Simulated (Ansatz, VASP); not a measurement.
# Zn36HO36 (bond-centred H+ along c in ZnO) in two plane-wave programs

One calculation is typed for both programs; each brings its own data sets. How far apart do they land? The cell is taken from a series of runs on this material, whose earlier steps may have relaxed, scaled, displaced or heated it; both programs get it as it stands.

Method: plane waves, with VASP 6.6.1 beside it; single point at HSE06, in Ansatz 0.2.0.

### Step 1. Set-up

The cell holds 73 atoms: 36 Zn, 36 O and 1 H. Cell: a = 9.839 Å, b = 9.839 Å, c = 10.587 Å, α = 90.0°, β = 90.0°, γ = 120.0°. It derives from ZnO (ZnO (P6_3mc)). Nearest the centre at fractional (0.444, 0.556, 0.368): H73 at 0.01 Å, O54 at 1.04 Å, Zn17 at 2.11 Å, Zn20 at 2.52 Å, Zn8 at 2.52 Å, Zn24 at 2.52 Å, O41 at 2.74 Å, O53 at 2.74 Å. The cell carries charge +1.

### Step 2. Ansatz: single point, HSE06

Ansatz runs on its default PAW (the set named soft_2) files.

A single point gives forces, pressure and levels at one fixed geometry, so differences don't come from the geometry; what else differs is listed under the comparison.

The input, input.yaml:

```yaml
crystal:
  lattice:
    - [9.83855992, 0.0, 0.0]
    - [-4.91927996, 8.52044283, 0.0]
    - [0.0, 0.0, 10.58650209]
  atoms:
    - { symbol: Zn, position: [0.111479046, 0.222318118, 0.250124623] }
    - { symbol: Zn, position: [0.2215626, 0.109740485, 0.001042795] }
    - { symbol: O, position: [0.222680803, 0.111976229, 0.19008828] }
    - { symbol: O, position: [0.112045923, 0.223909612, 0.43983474] }
    - { symbol: Zn, position: [0.109131574, 0.218134872, 0.74986997] }
    - { symbol: Zn, position: [0.221945997, 0.110521809, 0.499450296] }
    - { symbol: O, position: [0.222038318, 0.110700843, 0.688255195] }
    - { symbol: O, position: [0.109107493, 0.218448279, 0.938331659] }
    - { symbol: Zn, position: [0.111478485, 0.556142125, 0.250126421] }
    - { symbol: Zn, position: [0.208428691, 0.437704168, -0.009371766] }
    - { symbol: O, position: [0.219040489, 0.443011882, 0.183778156] }
    - { symbol: O, position: [0.112046232, 0.555111412, 0.439836243] }
    - { symbol: Zn, position: [0.109132935, 0.557974402, 0.749868681] }
    - { symbol: Zn, position: [0.207252935, 0.437113211, 0.510846605] }
    - { symbol: O, position: [0.222304222, 0.444640678, 0.697252504] }
    - { symbol: O, position: [0.109105886, 0.557637128, 0.938330821] }
    - { symbol: Zn, position: [0.111252912, 0.889117137, 0.249628466] }
    - { symbol: Zn, position: [0.221564037, 0.778799946, 0.001039952] }
    - { symbol: O, position: [0.222680326, 0.777684974, 0.1900874] }
    - { symbol: O, position: [0.11124539, 0.889111628, 0.438658196] }
    - { symbol: Zn, position: [0.111249043, 0.889113962, 0.750061375] }
    - { symbol: Zn, position: [0.221944786, 0.778400579, 0.499448635] }
    - { symbol: O, position: [0.222036675, 0.778314863, 0.688253033] }
    - { symbol: O, position: [0.111247029, 0.889112383, 0.939259852] }
    - { symbol: Zn, position: [0.444225089, 0.222311612, 0.250118587] }
    - { symbol: Zn, position: [0.556368571, 0.111674033, 0.001625823] }
    - { symbol: O, position: [0.555418026, 0.111200289, 0.190484669] }
    - { symbol: O, position: [0.445232037, 0.223912413, 0.439827497] }
    - { symbol: Zn, position: [0.442383892, 0.218139356, 0.749855538] }
    - { symbol: Zn, position: [0.556128586, 0.111550114, 0.498779898] }
    - { symbol: O, position: [0.556229993, 0.111604136, 0.68780631] }
    - { symbol: O, position: [0.442724241, 0.218443526, 0.938317193] }
    - { symbol: Zn, position: [0.444615718, 0.555806037, 0.169528119] }
    - { symbol: Zn, position: [0.562668186, 0.437695552, -0.0093845] }
    - { symbol: O, position: [0.557378301, 0.442995779, 0.183759654] }
    - { symbol: O, position: [0.44453798, 0.555747831, 0.4670016] }
    - { symbol: Zn, position: [0.444575466, 0.555776058, 0.756017472] }
    - { symbol: Zn, position: [0.563210702, 0.437131417, 0.510812912] }
    - { symbol: O, position: [0.555707752, 0.444645084, 0.697227615] }
    - { symbol: O, position: [0.444591156, 0.555787359, 0.953152253] }
    - { symbol: Zn, position: [0.444224556, 0.888895336, 0.250118133] }
    - { symbol: Zn, position: [0.562672144, 0.791959016, -0.009389782] }
    - { symbol: O, position: [0.557384999, 0.781377724, 0.183750988] }
    - { symbol: O, position: [0.44523061, 0.888291662, 0.439825954] }
    - { symbol: Zn, position: [0.442384454, 0.891218817, 0.749848178] }
    - { symbol: Zn, position: [0.563205191, 0.793041002, 0.510800205] }
    - { symbol: O, position: [0.555706259, 0.77803585, 0.697217444] }
    - { symbol: O, position: [0.442724728, 0.891261847, 0.938309775] }
    - { symbol: Zn, position: [0.777914168, 0.222446116, 0.249967001] }
    - { symbol: Zn, position: [0.888691124, 0.111676663, 0.001633122] }
    - { symbol: O, position: [0.889172802, 0.111205834, 0.190491121] }
    - { symbol: O, position: [0.777904841, 0.222439684, 0.439031626] }
    - { symbol: Zn, position: [0.77791288, 0.222445464, 0.749994213] }
    - { symbol: Zn, position: [0.88878873, 0.111547229, 0.498786332] }
    - { symbol: O, position: [0.888754781, 0.111604875, 0.687810586] }
    - { symbol: O, position: [0.777917078, 0.222448558, 0.939745877] }
    - { symbol: Zn, position: [0.778060535, 0.556144367, 0.250124657] }
    - { symbol: Zn, position: [0.888689625, 0.443992665, 0.001636441] }
    - { symbol: O, position: [0.889170587, 0.444946509, 0.190494273] }
    - { symbol: O, position: [0.776433173, 0.555116097, 0.439832757] }
    - { symbol: Zn, position: [0.782212635, 0.557973053, 0.749850104] }
    - { symbol: Zn, position: [0.888790033, 0.444216313, 0.498789141] }
    - { symbol: O, position: [0.888754017, 0.444127751, 0.687812713] }
    - { symbol: O, position: [0.781919859, 0.557635484, 0.938313455] }
    - { symbol: Zn, position: [0.778062263, 0.888898535, 0.250122308] }
    - { symbol: Zn, position: [0.890613543, 0.778796414, 0.001032362] }
    - { symbol: O, position: [0.888392586, 0.777686011, 0.190084098] }
    - { symbol: O, position: [0.776432842, 0.888290544, 0.43982933] }
    - { symbol: Zn, position: [0.782210903, 0.891216513, 0.749844378] }
    - { symbol: Zn, position: [0.88983487, 0.778405052, 0.499446178] }
    - { symbol: O, position: [0.889661406, 0.778318725, 0.688248971] }
    - { symbol: O, position: [0.781922393, 0.891265323, 0.938307304] }
    - { symbol: H, position: [0.444422586, 0.555659086, 0.369626579] }
total_charge: 1
basis:
  ecutwfc: 420
  xc_grid: 2
hamiltonian:
  xc: hse06
kpoints:
  mp_grid: { grid: [1, 1, 1] }
scf:
  occupations: { method: fermi_dirac, width: 0.01 }
  max_iter: 120
output:
  forces: true
checkpoint:
  read: "../relax.run"
```

Launch:

```
$ ansatz run input.yaml --threads 4 --pin off --max-ram 14131MiB --backend cpu --events-out ev --progress --plain --runs-dir out
```

Numbers of over 12 decimals in the logs are rounded to 6 here.

Output:

```text
Warning: checkpoint.read: the run can stay near the saved state's solution: 2 site(s) moved relative to the saved geometry (max |Δs| = 6.412e-3 fractional); the SCF starts from the saved state under `checkpoint.density_extrapolation: transplant`, in force with no word given; its orbitals are not used off its sites. A run without `checkpoint.read` takes nothing of the state. A lower free energy from it at the same positions (and U, V and field ramp, if any) shows a solution that this start missed, and an equal or higher one rules none out (checkpoint.read, Limitations, in the input reference)
exact exchange: scf.exx.singularity resolves to wigner_seitz, which cuts the screened interaction at the faces of the exchange supercell's Wigner-Seitz cell, so that each pair interacts once, at the shortest of its separations (the periodic images that this leaves out come, for a point-like exchange hole, to about 0.010 eV on a filled level). The cut falls within the interaction's reach, and what an exchange supercel [...]
Engine: ansatz 0.2.0, aarch64-unknown-linux-gnu
Pseudopotentials: kind: paw
Pseudopotential: Zn, paw, valence charge 12, recommended cutoff 420 eV (normal), Zn.paw.azcp
Pseudopotential: O, paw, valence charge 6, recommended cutoff 420 eV (normal), O.paw.azcp
Pseudopotential: H, paw, valence charge 1, recommended cutoff 420 eV (normal), H.paw.azcp
Functional definition: HSE06
  parameter a = 0.25
  parameter omega = 0.11/bohr
  exchange = pbe_x - a*pbe_x_sr(omega) + a*exact_x_sr(omega)
  correlation = pbe_c
Crystal: 73 atoms, lattice volume = 887.455 Å³
Basis set: ecut = 420 eV, 17351 PW (Γ), exchange–correlation on 144×144×144 points (8 copies of the dense FFT grid, shifted against one another)
Bands: 397, of which v1, the nominal top of the filled ones, is band 324 counted from 1 (323 counted from 0)
Symmetry: 1 space group operations
Space group: P1 (ITA 1), of the structure as read, at distance tolerance 9.6e-5 Å
k-points: 1
Non-local potential: Zn, projectors of the file, l = 0: 2, l = 1: 2, l = 2: 3, l = 3: 1
Non-local potential: O, projectors of the file, l = 0: 2, l = 1: 2, l = 2: 1
Non-local potential: H, projectors of the file, l = 0: 2, l = 1: 1
PAW form: soft (Blöchl's): semilocal exchange-correlation on the pseudo side does not see the compensation charge
PAW frozen core: Zn, regenerated for the run's functional, and the local potential with it (the file was generated under x = pbe(κ = 0.804, μ = 0.219515), c = pbe(β = 0.066725))
PAW frozen core: O, regenerated for the run's functional, and the local potential with it (the file was generated under x = pbe(κ = 0.804, μ = 0.219515), c = pbe(β = 0.066725))
PAW one-centre angular grid: Zn, 590 points (default); XC on 64 Gauss nodes
PAW one-centre angular grid: O, 110 points (default); XC on 96 Gauss nodes
PAW one-centre angular grid: H, 110 points (default); XC on 64 Gauss nodes
Initial density: read from a saved state, or passed on in memory by an earlier SCF of this step, an earlier step, the calling program or the single point that the run made first, carried with its atoms to this geometry
Initial wavefunctions: pseudopotential atomic-orbital guess
Functional: x = pbe(κ = 0.804, μ = 0.219515), c = pbe(β = 0.066725), warm-up for x = pbe(κ = 0.804, μ = 0.219515) + 0.25 (exact − pbe) at short range (hse, ω = 0.207870 Å⁻¹), c = pbe(β = 0.066725); HSE06 as pw.x's `hse` composes it (authors' and Libxc's form: `xc: wpbeh`)
iter 1 solved again at ethr=5.21e-4 eV; its pass at ethr=1.00e-1 eV (dr2=3.38e0 eV) is discarded
SCF iter   1: F=—  HF=-139949.354807 eV  |F-HF|=—  |Δ(HF+E_count)|=         —  Δρ=3.11e-2  dr2=4.35e0  ethr=5.21e-4  ⟨swp⟩=7.0  Hψ=2640  notcnv=0
preconditioner: auto → none  [insulator: Δε(μ)=0.487 eV  Ē_g=12.108 eV  σ=0.010 eV  W_gap=1.00  n_scr=242 (ndim 8)  ℏωp=31.7 eV  f_vac=0.061  D(μ)=0.00/eV (n_scr^D=0)]
iter 2 solved again at ethr=4.89e-5 eV; its pass at ethr=5.21e-4 eV (dr2=3.17e-1 eV) is discarded
[...]
SCF 4 converged in 2 iterations: F = -139942.898646 eV  dr2 = 2.43e-9
  Residual-converged pass: ⟨swp⟩=2.0  Hψ=719  notcnv=0  max |occ|·‖R‖ = 1.7e-6 eV (tolerance 2.6e-6 eV)  dr2=2.54e-9  dr2_onsite=2.41e-10  max |Δocc| = 0.0e0
hybrid outer 3: dexx = +4.568e-9 eV, tail = 5.36e-9 eV, Δε = 7.60e-5 eV (about 1.55e-5 eV left of the loop's levels), ΔF = 1.14e-4 eV/Å (tail 1.47e-4)
hybrid SCF converged: 3 outer / 16 inner (+7 warm-up), last move |dexx| = 4.57e-9 eV, tail = 5.36e-9 eV
Stability not checked: this state was not tested for a lower state beside it, because the functional holds exact exchange (a hybrid, or Hartree-Fock), whose exchange loop this test does not read (fock_operator; see scf.lower_state_search)
Free energy (F): -139942.898646 eV
Frozen-core exchange: fock
Harris-Foulkes:  -139942.898646 eV  (|F-HF|=1.40e-9)
Internal energy: -139942.898646 eV  (E = F + TS)
E sigma→0 (E₀):  -139942.898646 eV
Fermi energy:    6.727027 eV
--- Per-component energies (eV) ---
  E_band       = -395.449320
  E_kinetic    = 11015.885226
  E_local      = -73757.586387  (includes V_loc(G=0)·N_el)
  E_nonlocal   = 24148.129151
  E_hartree    = 30513.006928
  E_xc         = -6002.515776
  E_vxc        = -4138.701719  (∫ρ·V_xc dr)
  E_exx        = -2206.644809  (= α·E_x^exact, valence–valence)
  E_paw        = -71118.041791  (= ΣΔE_a)
  E_vpaw       = -14275.967578  (= ΣTr[D̂ρ^β])
  E_aug_tail   = 0.073325  (compensation charges beyond the density's cutoff)
  E_ewald      = -52557.308785
  E_core_change = 22.104248  (= ΣΔE_core)
  E_smearing   = -0.000000  (= −TS)
  E_closure    = 0.000024  (closes the sum)
  E_deformation_potential = 13.610662  (in the stress; not in F)
  Σ components = -139942.898646   (vs F -139942.898646, Δ=2.91e-11)
--- Forces (eV/Å), atoms counted from 1 ---
  atom   1  Zn     0.00079823    -0.00611382     0.00909451
  atom   2  Zn     0.00013209    -0.00144271    -0.00017259
  atom   3  O     -0.00005104     0.00227706    -0.00238002
  atom   4  O     -0.00342044    -0.00696354    -0.00436380
  atom   5  Zn     0.00004667     0.00045805    -0.00393685
  atom   6  Zn     0.00005641     0.00342397    -0.00198662
  atom   7  O     -0.00004955    -0.00072644     0.00282287
  atom   8  O      0.00013729     0.00203761     0.00284227
  atom   9  Zn    -0.00493968     0.00371456     0.00906367
  atom  10  Zn    -0.00342109    -0.00196659    -0.00731805
  atom  11  O      0.00827957     0.00474074    -0.00376406
  atom  12  O     -0.00773393     0.00055423    -0.00436758
  atom  13  Zn     0.00032858    -0.00018709    -0.00387836
  atom  14  Zn     0.01758948     0.01019742    -0.02184363
  atom  15  O     -0.00060912    -0.00036468     0.00939718
  atom  16  O      0.00181672    -0.00092034     0.00288226
  atom  17  Zn    -0.00010908    -0.00011978     0.00359153
  atom  18  Zn    -0.00119103     0.00087149    -0.00007068
  atom  19  O      0.00197716    -0.00118445    -0.00245169
  atom  20  O     -0.00004393    -0.00003641    -0.00216245
  atom  21  Zn    -0.00014535    -0.00014153    -0.00283659
  atom  22  Zn     0.00298026    -0.00169643    -0.00195715
  atom  23  O     -0.00061356     0.00032376     0.00287394
  atom  24  O      0.00006422     0.00007202     0.00159798
[...]
atom  66  Zn     0.00134781     0.00080438     0.00014750
  atom  67  O     -0.00205455    -0.00114612    -0.00256398
  atom  68  O      0.00435160     0.00669171    -0.00432589
  atom  69  Zn    -0.00044675    -0.00022771    -0.00378373
  atom  70  Zn    -0.00300058    -0.00176525    -0.00195818
  atom  71  O      0.00054203     0.00034654     0.00296420
  atom  72  O     -0.00151033    -0.00113456     0.00328314
  atom  73  H      0.00203861     0.00223130     2.93206835
  max |Σ_I F_I| component: 5.57e-4 eV/Å
--- Band table (eV) ---
  k-point 0: bands = [... 320 lower, 5.1288, 5.4377, 5.4924, 5.4924, 7.9547]
  guard bands above this table: 72 of the run's 397 bands. The solve was not asked for them (output.publish_guard_bands: true or output.eigenvalues: true publishes all)
```

(Continued in part 2 of 2.)

[Lines on the potential files, build, host, timing and source positions are cut from VASP's logs without a mark.]

[Logs are printed without paths, hosts, clocks, repeated set-up lines and the standing remarks that a program may print on its own settings, such as how far it seeks lower states.]

[Hosts, paths, dates, database ids (printed as entryN), source tags and the programs' standing remarks are cut or masked in the printed files.]
